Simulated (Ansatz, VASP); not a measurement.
Two plane-wave programs on ZnSe

```
Zn Se
1.0
     0.00000    2.87109    2.87109
     2.87109    0.00000    2.87109
     2.87109    2.87109    0.00000
Zn Se
1 1
Cartesian
  0.0000 0.0000 0.0000
  4.3066 4.3066 4.3066
```

Change from the starting cell: volume scaled by 1.04, PAW files.

Alike in both runs: task electric field gradients; functional LDA; k mesh 8 × 8 × 8; occupations fermi-dirac, width 0.03 eV; no spin polarisation.

|  | VASP | Ansatz |
| --- | --- | --- |
| version | VASP 6.6.1 | Ansatz 0.2.0 |
| potentials or method | VASP PAW LDA potentials, release 64 (Zn, Se) | PAW with Ansatz's default frozen-core files, scalar-relativistic |
| plane-wave cutoff (eV) | 520 | 420 |
| valence electrons in the cell | 18 | 28 |

|  | VASP | Ansatz | Ansatz less VASP |
| --- | --- | --- | --- |
| pressure (GPa) | -5.1 | -5.4 | -0.25 |
| Vzz of the field gradient on the site that differs most (V/Å²) | 0.0 | 0.0 | 0.00 |

The two sets of potentials don't hold the same shells in valence.
